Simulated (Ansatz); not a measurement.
# Molecular dynamics of SnO₂

The input (input.yaml):

```yaml
crystal:
  lattice:
    - [0.0, 5.936552, 5.416492]
    - [4.887997, 0.0, 5.416492]
    - [4.887997, 5.936552, 0.0]
  atoms:
    - { symbol: Sn, position: [0.47841477, 0.2788351, 0.18838156] }
    - { symbol: Sn, position: [0.49371687, 0.7106953, 0.29639139] }
    - { symbol: Sn, position: [0.02583242, 0.2409768, 0.28614227] }
    - { symbol: Sn, position: [0.46596243, 0.33495826, 0.60069626] }
    - { symbol: O, position: [1.04976429, 0.0913214, 0.6102108] }
    - { symbol: O, position: [0.78751823, 0.17146452, 0.17430041] }
    - { symbol: O, position: [0.35069395, 0.22643678, 0.51249504] }
    - { symbol: O, position: [0.36513056, 0.04682817, 0.24069865] }
    - { symbol: O, position: [0.07360748, 0.53471285, 0.14974377] }
    - { symbol: O, position: [0.16603801, 0.30454192, 0.90702913] }
    - { symbol: O, position: [0.72565201, 0.43446513, 0.41991807] }
    - { symbol: O, position: [0.57282108, 0.35438238, 0.78439578] }
    - { symbol: Sn, position: [0.92545792, 0.82538013, 0.73435473] }
    - { symbol: Sn, position: [0.10307708, 0.14391415, 0.79791131] }
    - { symbol: Sn, position: [0.56446715, 0.65155946, 0.82032902] }
    - { symbol: Sn, position: [0.93462266, 0.77609118, 0.28826352] }
    - { symbol: O, position: [0.4190533, 0.57310629, 0.18456602] }
    - { symbol: O, position: [0.27966918, 0.6583956, 0.634099] }
    - { symbol: O, position: [0.81805422, 0.7948155, 0.05398885] }
    - { symbol: O, position: [0.90802179, 0.57799119, 0.66950464] }
    - { symbol: O, position: [0.66103343, 0.97170696, 0.77954764] }
    - { symbol: O, position: [0.6187301, 0.79813279, 0.48166481] }
    - { symbol: O, position: [0.24617122, 0.82383079, 0.91190832] }
    - { symbol: O, position: [0.02072919, 0.91677673, 0.39340319] }
basis:
  ecutwfc: 420.0
kpoints:
  mp_grid: { grid: [3, 3, 3] }
hamiltonian:
  xc: pbesol
  pseudopotentials: { kind: paw, azcp: { folder: soft_1 } }
scf:
  occupations: { method: fermi_dirac, width: 0.3 }
  lower_state_search: "off"
md:
  timestep: 1
  n_steps: 170
  ensemble: nvt_langevin
  temperature: 2100.0
  initial_velocities: maxwell_boltzmann
  seed: 12565
  friction: 0.02
```

Command:

```bash
$ ansatz run input.yaml --threads 4 --pin off --max-ram 10240MiB --backend cpu --events-out ev --progress --plain --runs-dir out
```

It goes on from the last frame of an earlier run, with new velocities.

Output, in part (step lines):

```
md step     0: t =     0.00 fs  T =  2012.5 K  F+E_penalty+E_count = -56557.83425105 eV  E_kin = 6.243258 eV  (13 SCF iters)
md step     1: t =     1.00 fs  T =  1849.8 K  F+E_penalty+E_count = -56557.88107836 eV  E_kin = 5.738673 eV  (7 SCF iters)
md step     2: t =     2.00 fs  T =  1746.0 K  F+E_penalty+E_count = -56557.97064164 eV  E_kin = 5.416568 eV  (8 SCF iters)
md step     3: t =     3.00 fs  T =  1746.2 K  F+E_penalty+E_count = -56558.08789550 eV  E_kin = 5.417058 eV  (8 SCF iters)
md step     4: t =     4.00 fs  T =  1755.3 K  F+E_penalty+E_count = -56558.22569126 eV  E_kin = 5.445503 eV  (8 SCF iters)
md step     5: t =     5.00 fs  T =  1749.1 K  F+E_penalty+E_count = -56558.36461703 eV  E_kin = 5.426144 eV  (6 SCF iters)
md step     6: t =     6.00 fs  T =  1837.3 K  F+E_penalty+E_count = -56558.50719222 eV  E_kin = 5.699836 eV  (5 SCF iters)
md step     7: t =     7.00 fs  T =  1902.8 K  F+E_penalty+E_count = -56558.66010996 eV  E_kin = 5.902804 eV  (5 SCF iters)
[... lines left out ...]
md step   170: t =   170.00 fs  T =  3279.6 K  F+E_penalty+E_count = -56564.23149913 eV  E_kin = 10.174214 eV  (11 SCF iters)
```

The steps, from the saved trajectory:

| time (fs) | T (K) | potential energy less start (eV) |
| --- | --- | --- |
| 0 | 2012 | 0.000 |
| 5 | 1749 | -0.530 |
| 10 | 2419 | -1.304 |
| 15 | 2713 | -2.455 |
| 20 | 2765 | -3.973 |
| 25 | 3219 | -5.199 |
| 30 | 2916 | -5.272 |
| 35 | 2940 | -5.175 |
| 40 | 3027 | -5.305 |
| 45 | 2826 | -5.760 |
| 50 | 2500 | -5.814 |
| 55 | 2084 | -5.328 |
| 60 | 1744 | -4.542 |
| 65 | 1661 | -3.728 |
| 70 | 1743 | -2.921 |
| 75 | 2062 | -2.543 |
| 80 | 2314 | -3.340 |
| 85 | 2165 | -4.102 |
| 90 | 2301 | -4.091 |
| 95 | 2197 | -4.405 |
| 100 | 2327 | -4.760 |
| 105 | 2402 | -4.591 |
| 110 | 2440 | -4.415 |
| 115 | 2228 | -4.716 |
| 120 | 2524 | -4.826 |
| 125 | 2637 | -3.901 |
| 130 | 2195 | -3.017 |
| 135 | 2356 | -3.166 |
| 140 | 3023 | -4.256 |
| 145 | 3252 | -5.044 |
| 150 | 2927 | -5.107 |
| 155 | 2711 | -4.778 |
| 160 | 2818 | -4.901 |
| 165 | 3068 | -5.596 |
| 170 | 3280 | -6.397 |

All steps were run. The mean temperature of the second half is 24 % above the set value. A run of 0.17 ps of so small a system gives no equilibrium averages. Limits of this set-up: coarse k mesh, PAW files made for another functional.

Mean squared displacements from the first frame to the last, about the centre of mass: Sn 0.29 Å², O 0.30 Å².

Last frame:

```xyz
24
Lattice="0.0000 5.9366 5.4165 4.8880 0.0000 5.4165 4.8880 5.9366 0.0000" Properties=species:S:1:pos:R:3
Sn 2.831 4.457 3.975
Sn 5.025 5.100 6.727
Sn 2.689 1.692 1.447
Sn 5.264 6.913 3.912
O 3.806 9.908 5.871
O 1.593 5.597 5.124
O 4.234 5.590 2.903
O 1.825 3.776 2.417
O 3.700 2.126 2.999
O 6.552 6.520 2.597
O 3.853 6.354 5.696
O 6.236 8.487 5.177
Sn 7.682 9.711 9.608
Sn 5.361 4.757 1.251
Sn 7.560 8.058 6.665
Sn 5.048 7.196 9.597
O 3.762 3.692 5.854
O 6.098 5.304 4.970
O 4.267 5.093 9.020
O 6.683 9.624 7.677
O 8.408 8.140 8.548
O 6.079 6.678 7.551
O 8.894 6.448 5.676
O 6.521 2.427 5.315
```

The run took 48 min on 4 threads of Arm Neoverse V1 (shared host), peak memory 1.7 GiB.
